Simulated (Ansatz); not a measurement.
# MgB2 (P6/mmm) in Ansatz: band structure with HSE06

Aim: the band structure of MgB2 with HSE06.

Everything below comes from runs of Ansatz 0.2.0. Logs are shortened: lines on timing, memory, paths and dates and some standing lists are left out, and cuts for length are marked.

### 1 The structure

It takes space group P6/mmm (No. 191, hexagonal). Conventional cell: a = 3.085 Å, b = 3.085 Å, c = 3.523 Å, α = 90.00°, β = 90.00°, γ = 120.00°. Mg (site symmetry 6/mmm) has 12 B at 2.51 Å as nearest neighbours. Around B (site symmetry -6m2) lie 3 B at 1.78 Å.

### 2 Band structure, HSE06

Contents of input:

```
crystal:
  lattice:
    - [3.085, 0.0, 0.0]
    - [-1.5425, 2.6716883707, 0.0]
    - [0.0, 0.0, 3.523]
  atoms:
    - { symbol: Mg, position: [0.0, 0.0, 0.0] }
    - { symbol: B, position: [0.6666666667, 0.3333333333, 0.5] }
    - { symbol: B, position: [0.3333333333, 0.6666666667, 0.5] }
hamiltonian:
  xc: hse06
  pseudopotentials: { kind: paw }
kpoints:
  mp_grid: { grid: [8, 8, 6] }
  band_path:
    path:
      - [[0.0, 0.0, 0.0], [0.5, 0.0, 0.0], [0.3333333333, 0.3333333333, 0.0], [0.0, 0.0, 0.0], [0.0, 0.0, 0.5], [0.5, 0.0, 0.5], [0.3333333333, 0.3333333333, 0.5], [0.0, 0.0, 0.5]]
      - [[0.5, 0.0, 0.5], [0.5, 0.0, 0.0]]
      - [[0.3333333333, 0.3333333333, 0.0], [0.3333333333, 0.3333333333, 0.5]]
    npoints: 4
scf:
  occupations: { method: fermi_dirac, width: 0.05 }
  n_extra_bands: 7
output:
  forces: true
  stress: true
  eigenvalues: true
  fatbands: false
```

Potentials or basis: Ansatz PAW.

Standard output:

```text
Warning: output.stress: scf.convergence.dr2_threshold = 1e-7 eV (the SCF's general default) is looser than the 3e-10 eV advised for a printed stress (1e-10 eV for each atom of the cell: 3). What an SCF threshold leaves in a stress goes as its square root, and in the free energy as the threshold itself, and one threshold admits the most on a small cell: of the crystals measured, under no hybrid functional and no lock of the moments, on runs that ended without the residual-converged pass, on stresses that held no estimate of that error, the worst erred by over 100 MPa in a component at 1e-7 eV an atom and by under 5 at 1e-10. Set scf.convergence.dr2_threshold to 3e-10 eV or tighter. The threshold is an SCF's pass mark: one that does not reach it within its budget of iterations ends unconverged, or closes short of it on a stop that the run arms, and scf.convergence.dr2_threshold's page says what that costs each kind of run
Warning: output.stress: scf.exx.energy_threshold = 1e-6 eV is looser than the 3e-8 eV advised for a stress under a hybrid functional (1e-8 eV for each atom of the cell: 3). Every SCF of the exchange loop can meet its threshold on dr2 while the loop round them stops early: no threshold on dr2 bounds what that leaves in the stress. Set scf.exx.energy_threshold to 3e-8 eV or tighter. The threshold is the loop's pass mark: a loop that does not reach it within its budget of cycles ends unconverged, and scf.exx.energy_threshold's page has the law
scf.n_extra_bands = 7 over 8 filled bands (N_el = 16.0): the run solves 15 bands
GPUs: using 1 of 1 available (devices: 1).
Engine: ansatz 0.2.0, x86_64-unknown-linux-gnu
Pseudopotentials: kind: paw
Pseudopotential: Mg, paw, valence charge 10, recommended cutoff 420 eV (normal), Mg.paw.azcp
Pseudopotential: B, paw, valence charge 3, recommended cutoff 420 eV (normal), B.paw.azcp
Functional definition: HSE06
  parameter a = 0.25
  parameter omega = 0.11/bohr
  exchange = pbe_x - a*pbe_x_sr(omega) + a*exact_x_sr(omega)
  correlation = pbe_c
device memory: the entry about to start is reckoned to put 0.7 GiB on a device that reports 71.7 GiB free (of which the cap on the GPU budget leaves the run 18.0 GiB)
GPU FFT provider: cuFFT
GPU libraries: cuBLAS 13.8.2, cuFFT 12.4.0, cuSOLVER 12.3.4
Crystal: 3 atoms, lattice volume = 29.037 Å³
Basis set: ecut = 420 eV, 563 PW (Γ), exchange–correlation on 48×48×48 points (8 copies of the dense FFT grid, shifted against one another)
Bands: 15, of which v1, the nominal top of the filled ones, is band 8 counted from 1 (7 counted from 0)
Symmetry: 24 space group operations
Space group: P6/mmm (ITA 191), of the structure as read, at distance tolerance 3.1e-5 Å
k-points: 40 of 384
Non-local potential: Mg, projectors of the file, l = 0: 3, l = 1: 2, l = 2: 1
Non-local potential: B, projectors of the file, l = 0: 2, l = 1: 2, l = 2: 1
PAW form: soft (Blöchl's): semilocal exchange-correlation on the pseudo side does not see the compensation charge
PAW frozen core: Mg, regenerated for the run's functional, and the local potential with it (the file was generated under x = pbe(κ = 0.804, μ = 0.2195149727645171), c = pbe(β = 0.06672455060314922))
PAW frozen core: B, regenerated for the run's functional, and the local potential with it (the file was generated under x = pbe(κ = 0.804, μ = 0.2195149727645171), c = pbe(β = 0.06672455060314922))
PAW one-centre angular grid: Mg, 110 points (default); XC on 96 Gauss nodes
PAW one-centre angular grid: B, 110 points (default); XC on 64 Gauss nodes
Initial density: superposition of atomic densities (neutral atoms: chi_scale 0, normalization atom), corrected by the library's trained network
Initial wavefunctions: pseudopotential atomic-orbital guess
GPU buffer pool allocated for 13824 grid points (all kernels)
GPU transforms: local potential and band sums: pruned to the plane-wave sphere, on 24×24×24
Functional: x = pbe(κ = 0.804, μ = 0.2195149727645171), c = pbe(β = 0.06672455060314922), warm-up for x = pbe(κ = 0.804, μ = 0.2195149727645171) + 0.25 (exact − pbe) at short range (hse, ω = 0.20786987370883472 Å⁻¹), c = pbe(β = 0.06672455060314922); HSE06 as pw.x's `hse` composes it (authors' and Libxc's form: `xc: wpbeh`)
SCF iter   1: F=—  HF=-2236.012756 eV  |F-HF|=—  |Δ(HF+E_count)|=         —  Δρ=1.41e-3  dr2=3.10e-4  ethr=1.77e-3  ⟨swp⟩=8.7  Hψ=2817  notcnv=0
preconditioner: auto → none  [metal: Δε(μ)=0.110 eV  Ē_g=13.794 eV  σ=0.050 eV  W_gap=0.49  n_scr=8 (ndim 8)  ℏωp=19.5 eV  f_vac=0.000  D(μ)=1.29/eV (n_scr^D=8)  sad-step TF]
SCF iter   2: F=—  HF=-2236.012881 eV  |F-HF|=—  |Δ(HF+E_count)|=   1.24e-4  Δρ=8.82e-4  dr2=1.34e-4  ethr=1.94e-6  ⟨swp⟩=4.5  Hψ=1389  notcnv=0  defer=10
iter 3 solved again at ethr=4.87e-9 eV; its pass at ethr=8.35e-7 eV (dr2=7.79e-7 eV) is discarded
SCF iter   3: F=—  HF=-2236.012935 eV  |F-HF|=—  |Δ(HF+E_count)|=   5.50e-5  Δρ=6.91e-5  dr2=7.39e-7  ethr=4.87e-9  ⟨swp⟩=4.0  Hψ=2212  notcnv=0
SCF iter   4: F=—  HF=-2236.012936 eV  |F-HF|=—  |Δ(HF+E_count)|=   3.92e-7  Δρ=1.74e-5  dr2=8.22e-8  ethr=4.62e-9  ⟨swp⟩=3.0  Hψ=1105  notcnv=0
SCF iter   5: F=—  HF=-2236.012936 eV  |F-HF|=—  |Δ(HF+E_count)|=   2.77e-8  Δρ=5.81e-6  dr2=1.96e-8  ethr=5.14e-10  ⟨swp⟩=3.0  Hψ=1178  notcnv=0
SCF iter   6: F=-2236.012936 eV  HF=-2236.012936 eV  |F-HF|=7.09e-11  |Δ(HF+E_count)|=   5.40e-9  Δρ=9.23e-7  dr2=1.00e-10  ethr=1.22e-10  ⟨swp⟩=2.8  Hψ=959  notcnv=0
SCF 1 converged in 6 iterations: F = -2236.012936 eV  dr2 = 1.00e-10
device memory: the entry about to start is reckoned to put 1.3 GiB on a device that reports 70.2 GiB free (of which the cap on the GPU budget leaves the run 18.0 GiB)
GPU FFT provider: cuFFT
GPU libraries: cuBLAS 13.8.2, cuFFT 12.4.0, cuSOLVER 12.3.4
Initial density: handed on by an earlier stage of this run
Initial wavefunctions: those handed on with the density
GPU buffer pool allocated for 13824 grid points (all kernels)
GPU transforms: local potential and band sums: pruned to the plane-wave sphere, on 24×24×24
Functional: x = pbe(κ = 0.804, μ = 0.2195149727645171) + 0.25 (exact − pbe) at short range (hse, ω = 0.20786987370883472 Å⁻¹), c = pbe(β = 0.06672455060314922); HSE06 as pw.x's `hse` composes it (authors' and Libxc's form: `xc: wpbeh`)
Exchange kernel: α = 0.2500, screened, ω = 0.2079 Å⁻¹, Wigner–Seitz truncation, v(0) = 1046.5487 eV·Å³, q-mesh 8×8×6, nearest image of the exchange supercell L = 21.14 Å, pair-density grid 15×15×15, without the augmentation charges, whose exchange is taken in its separable form by FFT convolution over the k-point mesh (sized by the pseudopotential files, 18×18×24 at the most), smooth part of the exact exchange by density-matrix convolution in up to 2.47 GiB of GPU memory as planned if the GPU has room (build and FFT work areas not counted)
Frozen-core exchange: fock
iter 1 solved again at ethr=4.49e-5 eV; its pass at ethr=1.00e-1 eV (dr2=7.18e-3 eV) is discarded
SCF iter   1: F=—  HF=-2236.490682 eV  |F-HF|=—  |Δ(HF+E_count)|=         —  Δρ=6.20e-3  dr2=7.96e-3  ethr=4.49e-5  ⟨swp⟩=4.4  Hψ=3003  notcnv=0
preconditioner: auto → none  [metal: Δε(μ)=0.104 eV  Ē_g=15.513 eV  σ=0.050 eV  W_gap=0.48  n_scr=8 (ndim 8)  ℏωp=19.5 eV  f_vac=0.000  D(μ)=0.52/eV (n_scr^D=2)]
SCF iter   2: F=—  HF=-2236.486846 eV  |F-HF|=—  |Δ(HF+E_count)|=   3.84e-3  Δρ=2.27e-3  dr2=2.11e-3  ethr=4.49e-5  ⟨swp⟩=2.2  Hψ=936  notcnv=0
SCF iter   3: F=—  HF=-2236.492970 eV  |F-HF|=—  |Δ(HF+E_count)|=   6.12e-3  Δρ=1.55e-3  dr2=7.51e-4  ethr=4.27e-6  ⟨swp⟩=3.6  Hψ=1250  notcnv=0
SCF iter   4: F=—  HF=-2236.492726 eV  |F-HF|=—  |Δ(HF+E_count)|=   2.44e-4  Δρ=2.14e-4  dr2=4.73e-5  ethr=3.74e-6  ⟨swp⟩=3.0  Hψ=1150  notcnv=0
SCF iter   5: F=—  HF=-2236.492920 eV  |F-HF|=—  |Δ(HF+E_count)|=   1.94e-4  Δρ=2.47e-4  dr2=1.79e-5  ethr=3.85e-8  ⟨swp⟩=3.7  Hψ=1411  notcnv=0
SCF iter   6: F=-2236.492914 eV  HF=-2236.492915 eV  |F-HF|=3.76e-8  |Δ(HF+E_count)|=   5.66e-6  Δρ=1.83e-5  dr2=3.13e-6  ethr=3.85e-8  ⟨swp⟩=3.0  Hψ=1067  notcnv=0
SCF 2 stopped early in 6 iterations: F = -2236.492914 eV  dr2 = 3.13e-6
hybrid outer 1: dexx = +7.285e-3 eV, tail = 2.36e-5 eV
GPU FFT provider: cuFFT
GPU libraries: cuBLAS 13.8.2, cuFFT 12.4.0, cuSOLVER 12.3.4
GPU buffer pool allocated for 13824 grid points (all kernels)
GPU transforms: local potential and band sums: pruned to the plane-wave sphere, on 24×24×24
Exchange kernel: α = 0.2500, screened, ω = 0.2079 Å⁻¹, Wigner–Seitz truncation, v(0) = 1046.5487 eV·Å³, q-mesh 8×8×6, nearest image of the exchange supercell L = 21.14 Å, pair-density grid 15×15×15, without the augmentation charges, whose exchange is taken in its separable form by FFT convolution over the k-point mesh (sized by the pseudopotential files, 18×18×24 at the most), smooth part of the exact exchange by density-matrix convolution in up to 2.47 GiB of GPU memory as planned if the GPU has room (build and FFT work areas not counted)
Frozen-core exchange: fock
SCF iter   1: F=—  HF=-2236.492825 eV  |F-HF|=—  |Δ(HF+E_count)|=         —  Δρ=3.92e-5  dr2=4.39e-7  ethr=7.37e-7  ⟨swp⟩=3.9  Hψ=1367  notcnv=0
preconditioner: auto → none  [insulator: Δε(μ)=0.152 eV  Ē_g=15.506 eV  σ=0.050 eV  W_gap=0.63  n_scr=8 (ndim 8)  ℏωp=19.5 eV  f_vac=0.000  D(μ)=0.43/eV (n_scr^D=0)]
SCF iter   2: F=—  HF=-2236.492824 eV  |F-HF|=—  |Δ(HF+E_count)|=   1.16e-7  Δρ=1.15e-5  dr2=5.29e-8  ethr=2.42e-9  ⟨swp⟩=3.8  Hψ=1297  notcnv=0
SCF iter   3: F=-2236.492825 eV  HF=-2236.492825 eV  |F-HF|=7.23e-9  |Δ(HF+E_count)|=   1.69e-7  Δρ=6.37e-6  dr2=1.07e-8  ethr=1.17e-10  ⟨swp⟩=4.2  Hψ=1704  notcnv=0  defer=4
SCF 3 converged in 3 iterations: F = -2236.492825 eV  dr2 = 1.07e-8
  Residual-converged pass: ⟨swp⟩=2.4  Hψ=926  notcnv=0  max |occ|·‖R‖ = 2.4e-6 eV (tolerance 2.4e-6 eV)  dr2=1.07e-8  dr2_onsite=1.01e-9  max |Δocc| = 1.4e-12
hybrid outer 2: dexx = +1.895e-7 eV, tail = 3.13e-8 eV, Δε = 2.48e-3 eV (about 1.80e-4 eV left of the loop's levels)
device memory: the entry about to start is reckoned to put 0.3 GiB on a device that reports 71.0 GiB free (of which the cap on the GPU budget leaves the run 18.0 GiB)
NSCF: frozen V_eff on 39 k-points, pencils in batches of 32, up to order 68
hybrid SCF converged: 2 outer / 9 inner (+6 warm-up), last move |dexx| = 1.90e-7 eV, tail = 3.13e-8 eV
Stability not checked: this state was not tested for a lower state beside it, because the functional holds exact exchange (a hybrid, or Hartree-Fock), whose exchange loop this test does not read (fock_operator; see scf.lower_state_search)
Free energy (F): -2236.492825 eV
Frozen-core exchange: fock
Harris-Foulkes:  -2236.492825 eV  (|F-HF|=7.23e-9)
Internal energy: -2236.488839 eV  (E = F + TS)
E sigma→0 (E₀):  -2236.490832 eV
Entropy (-TS):   -0.003986 eV (-1.329 meV/atom)
Fermi energy:    9.106057 eV
--- Per-component energies (eV) ---
  E_band       = -334.206477
  E_kinetic    = 173.665412
  E_local      = -1521.152129  (includes V_loc(G=0)·N_el)
  E_nonlocal   = 116.878088
  E_hartree    = 542.198774
  E_xc         = -77.261909
  E_vxc        = -93.228044  (∫ρ·V_xc dr)
  E_exx        = -61.846507  (= α·E_x^exact, valence–valence)
  E_paw        = -404.049523  (= ΣΔE_a)
  E_vpaw       = 28.923731  (= ΣTr[D̂ρ^β])
  E_aug_tail   = -0.000013  (compensation charges beyond the density's cutoff)
  E_ewald      = -1004.861037
  E_core_change = -0.059994  (= ΣΔE_core)
  E_smearing   = -0.003986  (= −TS)
  E_closure    = -0.000000  (closes the sum)
  Σ components = -2236.492825   (vs F -2236.492825, Δ=0.00e0)
--- Forces (eV/Å), atoms counted from 1 ---
  atom   1  Mg    -0.00000000    -0.00000000     0.00000000
  atom   2  B      0.00000000     0.00000000     0.00000000
  atom   3  B      0.00000000    -0.00000000     0.00000000
  max |Σ_I F_I| component: 9.25e-18 eV/Å
--- Stress (GPa, compression-positive) ---
       -1.764764       0.000000       0.000000
        0.000000      -1.764764       0.000000
        0.000000       0.000000      -3.309594
  P = ⅓ Tr σ = -2.2797 GPa (-22.797 kbar)
--- Band table (eV; the first three rows and the last of 40) ---
  k-point 0: bands = ["-71.5060", "-36.3996", "-36.3996", "-36.3817", "-5.0271", "5.7236", "9.2459", "9.2459", "11.1403", "16.1560", "16.1560", "18.1043", "20.4970", "22.7837", "26.2930"]
  k-point 1: bands = ["-71.5059", "-36.3995", "-36.3995", "-36.3837", "-4.7673", "4.0449", "9.3467", "9.3467", "13.3876", "16.2410", "16.2410", "18.1300", "20.3907", "23.0154", "24.5492"]
  k-point 2: bands = ["-71.5058", "-36.3992", "-36.3992", "-36.3877", "-4.1007", "1.7444", "9.5613", "9.5613", "16.4250", "16.4250", "17.3716", "18.1878", "20.1783", "22.6618", "22.6618"]
  k-point 39: bands = ["-71.5017", "-36.4308", "-36.4202", "-36.3818", "1.0819", "1.7565", "3.8236", "6.1010", "7.5849", "13.6242", "19.8221", "23.2051", "23.3254", "24.0243", "24.4230"]
```

Run time: 40 s. Hardware: 1 × NVIDIA H100 80GB HBM3 with 2 threads of AMD EPYC 7R13 (Zen 3), shared host; peak memory 2 GiB.

Results:

```
Free energy            : -2236.4928 eV
Pressure               : -2.3 GPa
Band gap on the k mesh : none (metal or under the smearing width)
```

Levels at the corners of the path, in eV from the Fermi level:
| point | band 5 | band 6 | band 7 | band 8 | band 9 | band 10 | band 11 | band 12 |
| --- | --- | --- | --- | --- | --- | --- | --- | --- |
| Γ | -14.13 | -3.38 | 0.14 | 0.14 | 2.03 | 7.05 | 7.05 | 9.00 |
| M | -9.86 | -8.99 | -2.72 | 0.34 | 3.66 | 4.43 | 5.91 | 7.92 |
| K | -8.43 | -8.43 | -6.72 | 2.21 | 2.21 | 6.85 | 6.85 | 9.59 |
| Γ | -14.13 | -3.38 | 0.14 | 0.14 | 2.03 | 7.05 | 7.05 | 9.00 |
| A | -12.73 | -8.43 | 0.57 | 0.57 | 7.42 | 7.42 | 9.12 | 10.96 |
| L | -8.78 | -7.97 | -4.03 | -2.39 | -1.28 | 6.40 | 9.64 | 9.78 |
| H | -7.44 | -7.44 | -5.99 | -2.20 | -2.20 | 4.10 | 12.64 | 13.18 |
| A | -12.73 | -8.43 | 0.57 | 0.57 | 7.42 | 7.42 | 9.12 | 10.96 |
| L | -8.78 | -7.97 | -4.03 | -2.39 | -1.28 | 6.40 | 9.64 | 9.78 |
| M | -9.86 | -8.99 | -2.72 | 0.34 | 3.66 | 4.43 | 5.91 | 7.92 |
| K | -8.43 | -8.43 | -6.72 | 2.21 | 2.21 | 6.85 | 6.85 | 9.59 |
| H | -7.44 | -7.44 | -5.99 | -2.20 | -2.20 | 4.10 | 12.64 | 13.18 |

Caveat: the PAW data sets come from PBE, with cores solved anew for the run's functional, which leaves a small shift of forces and pressure; the thresholds are loose for stress.
